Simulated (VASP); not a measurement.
# CdSe, self-consistent run: which settings are enough?

CdSe, Imm2 (no. 44), 2 atoms in the cell. RevPBE; PAW potentials Cd, Se (PBE set). VASP 6.6.1. The cell is changed on purpose: last atom moved by 0.05 Å along z, cell strained by +1.5% along z.

Wanted: energy within 2 meV/atom; forces within 0.01 eV/Å; stress within 0.2 GPa; levels at the zone centre within 0.01 eV.

What the run is for: all; Accuracy asked: standard.

Levels at the zone centre: counted from the valence top at that point.

POSCAR:
```
CdSe
1.0
    0.0000000000      3.0702711986      3.1163252666
    3.0702711986      0.0000000000      3.1163252666
    3.0702711986      3.0702711986      0.0000000000
Cd Se
1 1
Direct
    0.0000000000      0.0000000000      0.0000000000
    0.2581426000      0.2581426000      0.2418574000
```

The series start from Plane-wave cutoff (eV): 360; k-point mesh: 6 × 6 × 6; Precision mode (PREC): Accurate; Electronic threshold (eV): 1e-6; Bands in all (NBANDS): 19; Aspherical gradient terms in the spheres (LASPH): yes; Electronic algorithm: ALGO=Normal; Delay and inner steps: defaults; Density mixing: defaults. Each series keeps the choices made before it, and each single choice may use up half of a tolerance.

## Plane-wave cutoff (eV)

| Plane-wave cutoff (eV) | Energy less reference (meV/atom) | Forces, largest deviation (eV/Å) | Stress, largest deviation (GPa) | Levels at the zone centre, largest deviation (eV) | SCF iterations | Time (s) |
|---|---|---|---|---|---|---|
| 220 | 110.0 | 0.006 | 19.18 | 0.013 | 12 | 7.6 |
| 280 | 5.4 | 0.000 | 0.47 | 0.007 | 12 | 8.0 |
| 320 | 3.5 | 0.000 | 0.09 | 0.007 | 12 | 15 |
| 360 | 3.4 | 0.000 | 0.42 | 0.004 | 12 | 15 |
| 410 | 1.5 | 0.000 | 0.33 | 0.002 | 12 | 22 |
| 480 | 0.2 | 0.000 | 0.02 | 0.000 | 12 | 18 |
| 580 | 0.2 | 0.000 | 0.03 | 0.000 | 12 | 34 |
| 720 (reference) | 0.0 | 0.000 | 0.00 | 0.000 | 12 | 53 |

Chosen: 480, the loosest value from which every tighter one stays within half of the tolerance.

## k-point mesh

| k-point mesh | Energy less reference (meV/atom) | Forces, largest deviation (eV/Å) | Stress, largest deviation (GPa) | Levels at the zone centre, largest deviation (eV) | SCF iterations | Time (s) |
|---|---|---|---|---|---|---|
| 2 × 2 × 2 | 520.7 | 0.005 | 3.41 | 0.147 | 12 | 5.0 |
| 3 × 3 × 3 | 93.0 | 0.002 | 0.73 | 0.040 | 12 | 5.8 |
| 4 × 4 × 4 | 21.6 | 0.001 | 0.17 | 0.013 | 12 | 9.4 |
| 5 × 5 × 5 | 6.1 | 0.000 | 0.04 | 0.004 | 12 | 13 |
| 6 × 6 × 6 | 2.0 | 0.000 | 0.01 | 0.002 | 12 | 18 |
| 8 × 8 × 8 | 0.3 | 0.000 | 0.00 | 0.000 | 12 | 38 |
| 10 × 10 × 10 | 0.1 | 0.000 | 0.00 | 0.000 | 12 | 65 |
| 12 × 12 × 12 (reference) | 0.0 | 0.000 | 0.00 | 0.000 | 12 | 102 |

Chosen: 8 × 8 × 8.

## Precision mode (PREC)

| Precision mode (PREC) | Energy less reference (meV/atom) | Forces, largest deviation (eV/Å) | Stress, largest deviation (GPa) | Levels at the zone centre, largest deviation (eV) | SCF iterations | Time (s) |
|---|---|---|---|---|---|---|
| SingleN | -1.6 | 0.003 | 0.04 | 0.001 | 12 | 22 |
| Normal | 0.0 | 0.000 | 0.01 | 0.000 | 12 | 19 |
| Single | 0.0 | 0.001 | 0.03 | 0.000 | 12 | 37 |
| Accurate (reference) | 0.0 | 0.000 | 0.00 | 0.000 | 12 | 38 |

Chosen: Normal.

## Electronic threshold (eV)

| Electronic threshold (eV) | Energy less reference (meV/atom) | Forces, largest deviation (eV/Å) | Stress, largest deviation (GPa) | Levels at the zone centre, largest deviation (eV) | SCF iterations | Time (s) |
|---|---|---|---|---|---|---|
| 0.001 | 0.1 | 0.001 | 0.31 | 0.014 | 9 | 15 |
| 0.0001 | 0.0 | 0.000 | 0.01 | 0.000 | 12 | 19 |
| 1e-5 | 0.0 | 0.000 | 0.01 | 0.000 | 12 | 19 |
| 1e-6 | 0.0 | 0.000 | 0.01 | 0.000 | 12 | 19 |
| 1e-7 | 0.0 | 0.000 | 0.00 | 0.000 | 16 | 29 |
| 1e-8 (reference) | 0.0 | 0.000 | 0.00 | 0.000 | 17 | 32 |

Chosen: 0.0001.

## Bands in all (NBANDS)

| Bands in all (NBANDS) | Energy less reference (meV/atom) | Forces, largest deviation (eV/Å) | Stress, largest deviation (GPa) | Levels at the zone centre, largest deviation (eV) | SCF iterations | Time (s) |
|---|---|---|---|---|---|---|
| 10 | 0.0 | 0.000 | 0.04 | 0.001 | 12 | 13 |
| 11 | 0.0 | 0.000 | 0.03 | 0.000 | 12 | 14 |
| 13 | 0.0 | 0.000 | 0.01 | 0.000 | 12 | 15 |
| 15 | 0.0 | 0.000 | 0.01 | 0.000 | 12 | 17 |
| 19 | 0.0 | 0.000 | 0.00 | 0.001 | 12 | 19 |
| 29 (reference) | 0.0 | 0.000 | 0.00 | 0.000 | 12 | 29 |

Chosen: 10.

## Aspherical gradient terms in the spheres (LASPH)

| Aspherical gradient terms in the spheres (LASPH) | Energy less reference (meV/atom) | Forces, largest deviation (eV/Å) | Stress, largest deviation (GPa) | Levels at the zone centre, largest deviation (eV) | SCF iterations | Time (s) |
|---|---|---|---|---|---|---|
| no | 0.6 | 0.001 | 0.01 | 0.001 | 12 | 10 |
| yes (reference) | 0.0 | 0.000 | 0.00 | 0.000 | 12 | 13 |

Chosen: no.

## Electronic algorithm

| Electronic algorithm | Energy less reference (meV/atom) | Forces, largest deviation (eV/Å) | Stress, largest deviation (GPa) | Levels at the zone centre, largest deviation (eV) | SCF iterations | Time (s) |
|---|---|---|---|---|---|---|
| ALGO=Normal | 0.0 | 0.000 | 0.00 | 0.000 | 12 | 10 |
| ALGO=Fast | 0.0 | 0.000 | 0.09 | 0.002 | 12 | 10 |
| ALGO=VeryFast | 0.0 | 0.000 | 0.04 | 0.001 | 18 | 13 |
| ALGO=All ISEARCH=1 | 0.0 | 0.001 | 0.06 | 0.002 | 12 | 9.3 |
| ALGO=All ISEARCH=0 | 0.0 | 0.001 | 0.06 | 0.002 | 12 | 9.2 |
| ALGO=Damped TIME=0.4 | 0.0 | 0.000 | 0.06 | 0.002 | 21 | 14 |
| ALGO=Damped TIME=0.1 | 0.1 | 0.001 | 0.06 | 0.002 | 42 | 23 |

Chosen: ALGO=Normal; no other choice that stays within half of the tolerance saves 30 % of the time.

## Delay and inner steps

| Delay and inner steps | Energy less reference (meV/atom) | Forces, largest deviation (eV/Å) | Stress, largest deviation (GPa) | Levels at the zone centre, largest deviation (eV) | SCF iterations | Time (s) |
|---|---|---|---|---|---|---|
| defaults | 0.0 | 0.000 | 0.00 | 0.000 | 12 | 10 |
| NELMDL=-2 | 0.0 | 0.000 | 0.41 | 0.001 | 8 | 7.3 |
| NELMDL=-8 | 0.0 | 0.000 | 0.00 | 0.000 | 15 | 11 |
| NELMDL=-12 | 0.0 | 0.000 | 0.00 | 0.000 | 19 | 12 |
| NRMM=2 | 0.0 | 0.000 | 0.01 | 0.000 | 12 | 9.3 |
| NRMM=6 | 0.0 | 0.000 | 0.00 | 0.000 | 12 | 9.7 |
| WEIMIN=0.001 | 0.0 | 0.000 | 0.00 | 0.000 | 12 | 9.8 |

Chosen: defaults.

## Density mixing

| Density mixing | Energy less reference (meV/atom) | Forces, largest deviation (eV/Å) | Stress, largest deviation (GPa) | Levels at the zone centre, largest deviation (eV) | SCF iterations | Time (s) |
|---|---|---|---|---|---|---|
| defaults | 0.0 | 0.000 | 0.00 | 0.000 | 12 | 10 |
| BMIX=0.5 | 0.0 | 0.000 | 0.06 | 0.002 | 11 | 8.7 |
| BMIX=2.0 | 0.0 | 0.000 | 0.06 | 0.002 | 13 | 10 |
| AMIX=0.6 | 0.0 | 0.000 | 0.07 | 0.001 | 11 | 8.7 |
| MAXMIX=-10 | 0.0 | 0.000 | 0.00 | 0.000 | 12 | 9.3 |
| AMIX=0.4 IMIX=1 | 0.0 | 0.000 | 0.02 | 0.004 | 14 | 10 |
| AMIX=0.4 AMIN=0.6 IMIX=2 | 0.0 | 0.000 | 0.82 | 0.003 | 20 | 15 |

Chosen: BMIX=0.5; it saves 1.4 s of 10, so defaults would do nearly as well.

## All choices together

| Input | Energy less reference (meV/atom) | Forces, largest deviation (eV/Å) | Stress, largest deviation (GPa) | Levels at the zone centre, largest deviation (eV) | Time (s) |
|---|---|---|---|---|---|
| the program's defaults (naive) | 27.5 | 0.002 | 0.62 | 0.020 | 2.1 |
| chosen settings | 1.1 | 0.001 | 0.01 | 0.001 | 8.7 |
| reference settings throughout | 0.0 | 0.000 | 0.00 | 0.000 | 460 |

The tolerance is met.

Values of the reference run: Forces: 0, 0, 0.2282, 0, 0, -0.2282 eV/Å; Stress: 2.312, -0.8124, 0, -0.8124, 2.312, 0, 0, 0, 2.02 GPa; Levels at the zone centre: -0.0566, 0, 0.6103 eV from the valence top at Gamma.

## The input

INCAR:
```
SYSTEM = CdSe
GGA = RE
ISMEAR = 0
SIGMA = 0.03
LWAVE = .False.
LCHARG = .False.
ISIF = 2
PREC = Normal
LASPH = .False.
LREAL = .False.
ALGO = Normal
EDIFF = 1E-4
NELM = 120
GGA_COMPAT = .False.
ENCUT = 480
EFERMI = MIDGAP
NBANDS = 10
BMIX = 0.5
```

KPOINTS:
```
Automatic mesh
0
Gamma
  8 8 8
  0 0 0
```

Commands:
```
cat potpaw_PBE.64/Cd/POTCAR potpaw_PBE.64/Se/POTCAR > POTCAR
mpirun -np 1 vasp_std > vasp.out
```

The chosen input took VASP 6.6.1 8.7 s on 1 core (Intel Xeon Platinum 8488C (Sapphire Rapids)), a shared host.

## An input that fails: one k point for a small cell

It runs to its end, but against the unchanged starting input it is off by 5312.8 meV/atom in the energy, 0.498 eV/Å in the forces, 40.56 GPa in the stress, 0.590 eV in the levels at the zone centre.

k mesh: 6 × 6 × 6 becomes 1 × 1 × 1.

Changes against the starting input:
```
- NELM = 120
+ NELM = 51
```
